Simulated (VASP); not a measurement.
Set up this calculation in VASP 6.6.1, as the native input.

* Task: single point
* Functional: PBEsol
* Potentials or basis: VASP PAW PBE potentials, release 64 (Al)
* Cutoff: 520 eV
* k mesh: 20 × 20 × 20
* Occupations: gaussian, width 0.15 eV
* Spin: no spin polarisation
* Dipole correction: no
* Further INCAR settings: ALGO = Normal; EDIFF = 1e-07; NBANDS = 8

The structure of Al lies in POSCAR:

```
Al
1.0
   -1.6389552507      1.6389552507      1.6389552507
    1.6389552507     -1.6389552507      1.6389552507
    1.6389552507      1.6389552507     -1.6389552507
Al
1
Direct
    0.0000000000      0.0000000000      0.0000000000
```

This isn't the form of Al at room conditions, which is fcc.

The cell isn't the ideal one: strain +0.030 along x and y, +0.030 along z, atoms carried along.

The input as run:

INCAR

```
  PREC = Accurate
  ENCUT = 520
  EDIFF = 1E-7
  ISMEAR = 0
  SIGMA = 0.15
  LREAL = F
  LASPH = T
  NELM = 100
  ALGO = Normal
  ISIF = 2
  LWAVE = F
  LCHARG = F
  GGA = PS
  NBANDS = 8
```

KPOINTS

```
Automatic mesh
0
Gamma
  20 20 20
```

Potentials or basis: VASP PAW PBE potentials, release 64 (Al).

The run is started by

```sh
$ cat potpaw_PBE.64/Al/POTCAR > POTCAR
$ mpirun -np 1 vasp_std > vasp.out
```

It gave:

The pressure is -3.8 GPa and the band gap on the k mesh is none (metal or under the smearing width).

Caveat: the PAW data sets were made with another functional, which shifts forces and pressure a little.

It took 17 s on 1 thread of AMD EPYC 9R45 (Zen 5), on a shared host, peak memory 0.12 GiB.
